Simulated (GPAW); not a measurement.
# BN (F-43m) in GPAW: further runs

One crystal, BN, is run at these levels: SCAN, LDA; tasks: electron localisation function, single point.

Program: GPAW 26.7.0. These are calculated values, not measurements. Logs are shortened: lines on timing, memory, paths and dates and some standing lists are left out, and cuts for length are marked. The log counts tension as positive stress, the text compression.

**The experiment to reproduce.**

A printed reference work, monograph reports, for a bulk crystal of BN at 300 K: band gap 6.4 eV (indirect).

The runs below are set against these values where they give the same quantity.

### Step 1. Starting point

It takes space group F-43m (No. 216, cubic). Conventional cell: a = 3.626 Å, b = 3.626 Å, c = 3.626 Å, α = 90.00°, β = 90.00°, γ = 90.00°. Around N (site symmetry -43m) lie 4 B at 1.57 Å. Around B (site symmetry -43m) lie 4 N at 1.57 Å.

The cell is a database's computed one.

### Step 2. Electron localisation function, SCAN

run.py reads:

```python
import spglib
from ase import Atoms
from ase.dft.bandgap import bandgap
from ase.io import read, write
from ase.units import Bohr, GPa
from gpaw import GPAW, PW
from gpaw.elf import elf_from_dft_calculation

atoms = read('BN.cif')
cell, positions, numbers = spglib.find_primitive(
    (atoms.cell[:], atoms.get_scaled_positions(), atoms.numbers), symprec=1e-4)
atoms = Atoms(numbers, cell=cell, scaled_positions=positions, pbc=True)

calc = GPAW(mode=PW(680),
            xc='MGGA_X_SCAN+MGGA_C_SCAN',
            kpts={'size': (8, 8, 8), 'gamma': True},
            occupations={'name': 'fermi-dirac', 'width': 0.01},
            nbands=11,
            convergence={'density': 1e-05, 'energy': 1e-05},
            maxiter=150,
            txt='gpaw.txt')
atoms.calc = calc
energy = atoms.get_potential_energy()
forces = atoms.get_forces()
stress = atoms.get_stress()
calc.write('gs.gpw')
write('result.traj', atoms)
print(f'Energy: {energy:.6f} eV')
print('Forces (eV/A):')
print(forces.round(4))
print('Stress (GPa):', (stress / GPa).round(3))
print('Fermi level:', round(calc.get_fermi_level(), 4), 'eV')
print(f'Gap: {bandgap(calc)[0]:.4f} eV, direct: {bandgap(calc, direct=True)[0]:.4f} eV')

# fields on the real-space grid
write('density.cube', atoms, data=calc.get_pseudo_density() * Bohr**3)
write('potential.cube', atoms, data=calc.get_electrostatic_potential())
write('elf.cube', atoms, data=elf_from_dft_calculation(calc).data)
```

BN.cif reads:

```cif
data_BN
_cell_length_a 3.62600200
_cell_length_b 3.62600200
_cell_length_c 3.62600200
_cell_angle_alpha 90.00000000
_cell_angle_beta 90.00000000
_cell_angle_gamma 90.00000000
_space_group_name_H-M_alt 'F-43m'
_space_group_name_Hall 'F -4 2 3'
_space_group_IT_number 216
loop_
_space_group_symop_operation_xyz
'x,y,z'
'y,-x,-z'
'-x,-y,z'
'-y,x,-z'
'x,-y,-z'
'y,x,z'
'-x,y,-z'
'-y,-x,z'
'z,x,y'
'-z,y,-x'
'z,-x,-y'
'-z,-y,x'
'-z,x,-y'
'z,y,x'
'-z,-x,y'
'z,-y,-x'
'y,z,x'
'-x,-z,y'
'-y,z,-x'
'x,-z,-y'
'-y,-z,x'
'x,z,y'
'y,-z,-x'
'-x,z,-y'
'x,y+1/2,z+1/2'
'y,-x+1/2,-z+1/2'
'-x,-y+1/2,z+1/2'
'-y,x+1/2,-z+1/2'
'x,-y+1/2,-z+1/2'
'y,x+1/2,z+1/2'
'-x,y+1/2,-z+1/2'
'-y,-x+1/2,z+1/2'
'z,x+1/2,y+1/2'
'-z,y+1/2,-x+1/2'
'z,-x+1/2,-y+1/2'
'-z,-y+1/2,x+1/2'
'-z,x+1/2,-y+1/2'
'z,y+1/2,x+1/2'
'-z,-x+1/2,y+1/2'
'z,-y+1/2,-x+1/2'
'y,z+1/2,x+1/2'
'-x,-z+1/2,y+1/2'
'-y,z+1/2,-x+1/2'
'x,-z+1/2,-y+1/2'
'-y,-z+1/2,x+1/2'
'x,z+1/2,y+1/2'
'y,-z+1/2,-x+1/2'
'-x,z+1/2,-y+1/2'
'x+1/2,y,z+1/2'
'y+1/2,-x,-z+1/2'
'-x+1/2,-y,z+1/2'
'-y+1/2,x,-z+1/2'
'x+1/2,-y,-z+1/2'
'y+1/2,x,z+1/2'
'-x+1/2,y,-z+1/2'
'-y+1/2,-x,z+1/2'
'z+1/2,x,y+1/2'
'-z+1/2,y,-x+1/2'
'z+1/2,-x,-y+1/2'
'-z+1/2,-y,x+1/2'
'-z+1/2,x,-y+1/2'
'z+1/2,y,x+1/2'
'-z+1/2,-x,y+1/2'
'z+1/2,-y,-x+1/2'
'y+1/2,z,x+1/2'
'-x+1/2,-z,y+1/2'
'-y+1/2,z,-x+1/2'
'x+1/2,-z,-y+1/2'
'-y+1/2,-z,x+1/2'
'x+1/2,z,y+1/2'
'y+1/2,-z,-x+1/2'
'-x+1/2,z,-y+1/2'
'x+1/2,y+1/2,z'
'y+1/2,-x+1/2,-z'
'-x+1/2,-y+1/2,z'
'-y+1/2,x+1/2,-z'
'x+1/2,-y+1/2,-z'
'y+1/2,x+1/2,z'
'-x+1/2,y+1/2,-z'
'-y+1/2,-x+1/2,z'
'z+1/2,x+1/2,y'
'-z+1/2,y+1/2,-x'
'z+1/2,-x+1/2,-y'
'-z+1/2,-y+1/2,x'
'-z+1/2,x+1/2,-y'
'z+1/2,y+1/2,x'
'-z+1/2,-x+1/2,y'
'z+1/2,-y+1/2,-x'
'y+1/2,z+1/2,x'
'-x+1/2,-z+1/2,y'
'-y+1/2,z+1/2,-x'
'x+1/2,-z+1/2,-y'
'-y+1/2,-z+1/2,x'
'x+1/2,z+1/2,y'
'y+1/2,-z+1/2,-x'
'-x+1/2,z+1/2,-y'
loop_
_atom_site_label
_atom_site_type_symbol
_atom_site_symmetry_multiplicity
_atom_site_Wyckoff_symbol
_atom_site_fract_x
_atom_site_fract_y
_atom_site_fract_z
_atom_site_occupancy
N1 N 4 d 0.2500000000 0.2500000000 0.7500000000 1
B1 B 4 a 0.0000000000 0.0000000000 0.0000000000 1
```

Potentials or basis: GPAW PAW data sets (gpaw-data 1.2.1), pw.

On the command line:

```console
> OMP_NUM_THREADS=1 python run.py
```

gpaw.txt:

```text
__  _  _
 | _ |_)|_||  |
 |__||  | ||/\| - 26.7.0

Input parameters:
  mode=PW(ecut=680.0),
  convergence={'density': 1e-05, 'energy': 1e-05},
  kpts=MonkhorstPack(size=(8, 8, 8), gamma=True),
  maxiter=150,
  nbands=11,
  occupations=Occupations(name='fermi-dirac', width=0.01),
  xc=XC(name='MGGA_X_SCAN+MGGA_C_SCAN')

Diagonalizing LCAO Hamiltonian
Converting LCAO to pw mode

                N

       B

Atoms  # Å, Bohr magnetons
|   | symbol |        x |        y |        z |    initial magnetic moments |
|---|--------|----------|----------|----------|-----------------------------|
| 0 |      N | 2.719501 | 2.719501 | 2.719501 | ( 0.0000,  0.0000,  0.0000) |
| 1 |      B | 0.000000 | 0.000000 | 0.000000 | ( 0.0000,  0.0000,  0.0000) |

Unit cell  # Å
| periodic |        x |        y |        z |  lengths |    angles |
|----------|----------|----------|----------|----------|-----------|
|      yes | 0.000000 | 1.813001 | 1.813001 | 2.563971 | 60.000000 |
|      yes | 1.813001 | 0.000000 | 1.813001 | 2.563971 | 60.000000 |
|      yes | 1.813001 | 1.813001 | 0.000000 | 2.563971 | 60.000000 |

Number of symmetries: 24
Symmetry operations  # r_c * U_cc + t_c -> r_c
|    | kind |            matrix            |
|----|------|------------------------------|
|  0 |  E   |  1, 0, 0,  0, 1, 0,  0, 0, 1 |
|  1 |  σ   |  1, 0, 0,  0, 0, 1,  0, 1, 0 |
|  2 |  σ   |  1, 0,-1,  0, 1,-1,  0, 0,-1 |
|  3 |  C3  |  1, 0,-1,  0, 0,-1,  0, 1,-1 |
|  4 |  C3  |  1,-1, 0,  0,-1, 1,  0,-1, 0 |
|  5 |  σ   |  1,-1, 0,  0,-1, 0,  0,-1, 1 |
|  6 |  σ   |  0, 1, 0,  1, 0, 0,  0, 0, 1 |
|  7 |  C3  |  0, 1, 0,  0, 0, 1,  1, 0, 0 |
|  8 |  C2  |  0, 1,-1,  1, 0,-1,  0, 0,-1 |
|  9 |  S4  |  0, 1,-1,  0, 0,-1,  1, 0,-1 |
| 10 |  C3  |  0, 0, 1,  1, 0, 0,  0, 1, 0 |
| 11 |  σ   |  0, 0, 1,  0, 1, 0,  1, 0, 0 |
| 12 |  S4  |  0, 0,-1,  1, 0,-1,  0, 1,-1 |
| 13 |  C3  |  0, 0,-1,  0, 1,-1,  1, 0,-1 |
| 14 |  S4  |  0,-1, 1,  1,-1, 0,  0,-1, 0 |
| 15 |  C2  |  0,-1, 1,  0,-1, 0,  1,-1, 0 |
| 16 |  C3  |  0,-1, 0,  1,-1, 0,  0,-1, 1 |
| 17 |  S4  |  0,-1, 0,  0,-1, 1,  1,-1, 0 |
| 18 |  S4  | -1, 1, 0, -1, 0, 1, -1, 0, 0 |
| 19 |  C3  | -1, 1, 0, -1, 0, 0, -1, 0, 1 |
| 20 |  C3  | -1, 0, 1, -1, 1, 0, -1, 0, 0 |
| 21 |  S4  | -1, 0, 1, -1, 0, 0, -1, 1, 0 |
| 22 |  σ   | -1, 0, 0, -1, 1, 0, -1, 0, 1 |
| 23 |  C2  | -1, 0, 0, -1, 0, 1, -1, 1, 0 |

BZ-sampling:
  Number of BZ points: 512
  Number of IBZ points: 29

  Monkhorst-Pack size: [8, 8, 8]
  Monkhorst-Pack shift: [0.0625, 0.0625, 0.0625]

K-points  # in reciprocal-cell coordinates
|     |                                coordinates |     weight |
|-----|--------------------------------------------|------------|
|   0 | (  0.00000000,   0.00000000,   0.00000000) | 0.00195312 |
|   1 | (  0.12500000,   0.12500000,   0.00000000) | 0.01171875 |
|   2 | (  0.12500000,   0.12500000,   0.12500000) | 0.01562500 |
|   3 | (  0.25000000,   0.12500000,   0.12500000) | 0.02343750 |
|   4 | (  0.25000000,   0.25000000,   0.00000000) | 0.01171875 |
|   5 | (  0.25000000,   0.25000000,   0.12500000) | 0.04687500 |
|   6 | (  0.25000000,   0.25000000,   0.25000000) | 0.01562500 |
|   7 | (  0.37500000,   0.25000000,  -0.37500000) | 0.04687500 |
|   8 | (  0.37500000,   0.25000000,   0.12500000) | 0.04687500 |
|   9 | (  0.37500000,   0.25000000,   0.25000000) | 0.04687500 |
| ... |                                            |            |
|  28 | (  0.50000000,   0.50000000,   0.50000000) | 0.00781250 |

Plane wave coefficients: 531
Cutoff: 680.0 eV

Spin-components: 1 (collinear spins)
Bands:           11
Projectors:      10
Spin-degeneracy: 2
Datatype:        complex128

Parallelization:
  kpt:    1
  domain: 1
  band:   1

Density:
  Valence electrons: 8.0
  Components: 1
  Grid points: [16 16 16]
  Charge: 0.0  # |e|

Potential:
  Grid points: [16 16 16]

species:
  N:
    name:    Nitrogen
    Z:       7.0
    valence: 5
    core:    2
    charge:  0.0  # [|e|]
    compensation charges:
      type: gauss
      rc: 0.18  # [Å]
      lmax: 2
    cutoffs:
      filter: 1.11  # [Å]
      core: 0.96  # [Å]
    projectors
    | kind |    occ | energy [eV] | rcut [Å] |
    |------|--------|-------------|----------|
    |   2s |  2.000 |     -18.583 |    0.603 |
    |   2p |  3.000 |      -7.089 |    0.529 |
    |    s |        |       8.629 |    0.603 |
    |    p |        |      20.123 |    0.529 |
    |    d |        |       0.000 |    0.577 |

    Using partial waves for N as LCAO basis

  B:
    name:    Boron
    Z:       5.0
    valence: 3
    core:    2
    charge:  0.0  # [|e|]
    compensation charges:
      type: gauss
      rc: 0.20  # [Å]
      lmax: 2
    cutoffs:
      filter: 1.14  # [Å]
      core: 1.38  # [Å]
    projectors
    | kind |    occ | energy [eV] | rcut [Å] |
    |------|--------|-------------|----------|
    |   2s |  2.000 |      -9.443 |    0.635 |
    |   2p |  1.000 |      -3.606 |    0.635 |
    |    s |        |      17.768 |    0.635 |
    |    p |        |      23.605 |    0.635 |
    |    d |        |       0.000 |    0.635 |

    Using partial waves for B as LCAO basis

Reference energy: -2151.211071  # eV

eigensolver:
  PPCG
  Converge bands: occupied
  niter=2

density mixing:
  MSR1-Mixer
  Pratt-step length: 0.05
  Maximum mixing coefficient: 0.75
  Old densities: 10
  SVD Regularization: 0.005
  Good broyden scale: 1.0
  Trust region scale: 1.0
  Backstep threshold: 4.0
  History deletion threshold: 6.0
  Fourier metric: weight=20.0, sigma=0.015

occupation numbers:
  Fermi-Dirac:
    width: 0.0100  # eV

poisson solver:
  ecut: 5440.0  # eV

xc functional:
  name: MGGA_X_SCAN+MGGA_C_SCAN with 2 nearest neighbor stencil

convergence criteria:
- Maximum integral of absolute [dens]ity change: 1e-05 electrons / valence electron
- Maximum [total energy] change in last 3 cyles: 1e-05 eV / valence electron
- Maximum integral of absolute [eigenst]ate change: 4e-08 eV^2 / valence electron
maximum number of iterations: 150

SCF iterations
|iter     | |      energy | eigst |  dens |
|---------|-|-------------|-------|-------|
|iter:   1| |  -22.924661 | +0.09 |       |
|iter:   2| |  -19.860285 | -1.34 | -0.74 |
|iter:   3| |  -19.526893 | -1.12 | -0.78 |
|iter:   4| |  -19.515020 | -2.49 | -1.22 |
|iter:   5| |  -19.519007 | -3.02 | -1.63 |
|iter:   6| |  -19.519661 | -4.96 | -2.50 |
|iter:   7| |  -19.519750 | -5.66 | -2.99 |
|iter:   8| |  -19.519756 | -7.38 | -4.06 |
|iter:   9| |  -19.519757c| -8.33c| -4.49 |
|iter:  10| |  -19.519757c| -8.69c| -5.68c|

Converged in 10 steps
Energy contributions relative to reference atoms: (reference = -2151.211071)

Energy contributions:
  Kinetic:          14.025943
  Coulomb:         -13.238260
  Zero:              0.025428
  External:          0.000000
  Xc:              -20.332867
  Entropy:          -0.000000
  Spinorbit:         0.000000
  ----------------------------
  Free energy:     -19.519757
  Extrapolated:    -19.519757

dipole moment: (-3.858140, -3.858140, -3.858140)  # |e|*Ang

Fermi level: 10.738
Eigenvalues  # (at kpt = [0.000, 0.000, 0.000])
| band index |      eig [eV] | occ [0-2] |
|------------|---------------|-----------|
|          0 |       -11.473 |     2.000 |
|          1 |         9.738 |     2.000 |
|          2 |         9.739 |     2.000 |
|          3 |         9.739 |     2.000 |
|          4 |        19.191 |     0.000 |
|          5 |        19.191 |     0.000 |
|          6 |        19.191 |     0.000 |
|          7 |        20.611 |     0.000 |
|          8 |        35.708 |     0.000 |
|          9 |        38.483 |     0.000 |
|         10 |        39.424 |     0.000 |

Gap: 4.952 eV
Transition (v -> c):
  (s=0, k=0, n=3, [0.00, 0.00, 0.00]) -> (s=0, k=24, n=4, [0.50, 0.50, 0.00])
Direct/indirect transitions are different
Direct gap: 9.452 eV
Transition at: (s=0, k=0, n=3, [0.00, 0.00, 0.00])

Forces  # eV/Ang
|        x |        y |        z |
|----------|----------|----------|
|  0.00000 |  0.00000 |  0.00000 |  # N    0
| -0.00000 | -0.00000 | -0.00000 |  # B    1

Stress tensor  # eV/Ang^3
|         x |         y |         z |
|-----------|-----------|-----------|
|  0.072085 |  0.000000 | -0.000000 |
|  0.000000 |  0.072085 | -0.000000 |
| -0.000000 | -0.000000 |  0.072085 |

# Writing to gs.gpw (mode='')
```

Run time: 10 s. Hardware: 1 thread of Intel Xeon Platinum 8375C at 2.90GHz (Ice Lake), shared host; peak memory 0.17 GiB.

What came out:

```yaml
Free_energy: -19.5198 eV
Pressure: -11.5 GPa
Band_gap_on_the_k_mesh: 4.95 eV, indirect (least direct gap 9.45 eV)
```

Levels at points of the mesh, in eV from the valence-band top:
| k point | band 1 | band 2 | band 3 | band 4 | band 5 | band 6 | band 7 |
| --- | --- | --- | --- | --- | --- | --- | --- |
| (0.00, 0.00, 0.00) | -21.21 | 0.00 | 0.00 | 0.00 | 9.45 | 9.45 | 9.45 |
| (0.50, 0.50, 0.00) | -15.57 | -9.25 | -5.05 | -5.05 | 4.95 | 9.78 | 19.07 |
| (0.50, 0.50, 0.50) | -16.97 | -10.99 | -1.99 | -1.99 | 10.64 | 11.40 | 11.40 |

Caveat: the k mesh is coarse; the cutoff is short for stress and forces, so pressures can be off by a GPa or more; the PAW data sets were made with another functional, which shifts forces and pressure a little.

### Step 3. Single point, LDA

run.py reads:

```python
from ase.dft.bandgap import bandgap
from ase.io import read, write
from ase.units import GPa
from gpaw import GPAW, PW

atoms = read('BN.cif')

calc = GPAW(mode=PW(600),
            xc='LDA',
            kpts={'size': (10, 10, 10), 'gamma': True},
            occupations={'name': 'fermi-dirac', 'width': 0.05},
            nbands=11,
            maxiter=120,
            txt='gpaw.txt')
atoms.calc = calc
energy = atoms.get_potential_energy()
forces = atoms.get_forces()
stress = atoms.get_stress()
calc.write('gs.gpw')
write('result.traj', atoms)
print(f'Energy: {energy:.6f} eV')
print('Forces (eV/A):')
print(forces.round(4))
print('Stress (GPa):', (stress / GPa).round(3))
print('Fermi level:', round(calc.get_fermi_level(), 4), 'eV')
print(f'Gap: {bandgap(calc)[0]:.4f} eV, direct: {bandgap(calc, direct=True)[0]:.4f} eV')
```

BN.cif reads:

```cif
data_BN
_cell_length_a 2.56397060
_cell_length_b 2.56397060
_cell_length_c 2.56397060
_cell_angle_alpha 60.00000000
_cell_angle_beta 60.00000000
_cell_angle_gamma 60.00000000
_space_group_name_H-M_alt 'P1'
_space_group_name_Hall 'P 1'
_space_group_IT_number 1
loop_
_space_group_symop_operation_xyz
'x,y,z'
loop_
_atom_site_label
_atom_site_type_symbol
_atom_site_symmetry_multiplicity
_atom_site_Wyckoff_symbol
_atom_site_fract_x
_atom_site_fract_y
_atom_site_fract_z
_atom_site_occupancy
N1 N 1 a 0.2500000000 0.2500000000 0.2500000000 1
B1 B 1 a 0.0000000000 0.0000000000 0.0000000000 1
```

Potentials or basis: the program's PAW data sets (release 1.2.1) made for this functional, pw.

On the command line:

```console
> OMP_NUM_THREADS=1 python run.py
```

Run time: 4.5 s. Hardware: 1 thread of Arm Neoverse V2, shared host; peak memory 0.12 GiB.

Results (log left out):

```yaml
Free_energy: -19.2809 eV
Pressure: -27.3 GPa
Band_gap_on_the_k_mesh: 4.33 eV, indirect (least direct gap 8.65 eV)
```

Levels at points of the mesh, in eV from the valence-band top:
| k point | band 1 | band 2 | band 3 | band 4 | band 5 | band 6 | band 7 |
| --- | --- | --- | --- | --- | --- | --- | --- |
| (0.00, 0.00, 0.00) | -19.99 | 0.00 | 0.00 | 0.00 | 8.65 | 8.65 | 8.65 |
| (0.50, 0.50, 0.00) | -14.40 | -8.82 | -4.88 | -4.88 | 4.33 | 9.10 | 17.59 |
| (0.50, 0.50, 0.50) | -15.76 | -10.63 | -1.92 | -1.92 | 10.08 | 10.53 | 10.53 |

Caveat: the cutoff is short for stress and forces, so pressures can be off by a GPa or more; so large a pressure means that the cell lies far from this level's equilibrium, or that cutoff or potentials fall short.

### Step 4. Comparison with measurements

Step 2. Against the measured gap of BN, 6.4 eV (indirect; 300 K; a printed reference work, monograph), the calculated 4.95 eV is off by -1.45 eV. The value is that of SCAN on a finite k mesh, which can miss the band edges, without temperature or zero-point motion. The cell is a database's relaxed one, not the measured one, which moves gaps too.

Step 3. Against the measured gap of BN, 6.4 eV (indirect; 300 K; a printed reference work, monograph), the calculated 4.33 eV is off by -2.07 eV. The value is that of LDA on a finite k mesh, which can miss the band edges, without temperature or zero-point motion. Semilocal functionals fall short of measured gaps as a rule. The cell is a database's relaxed one, not the measured one, which moves gaps too.
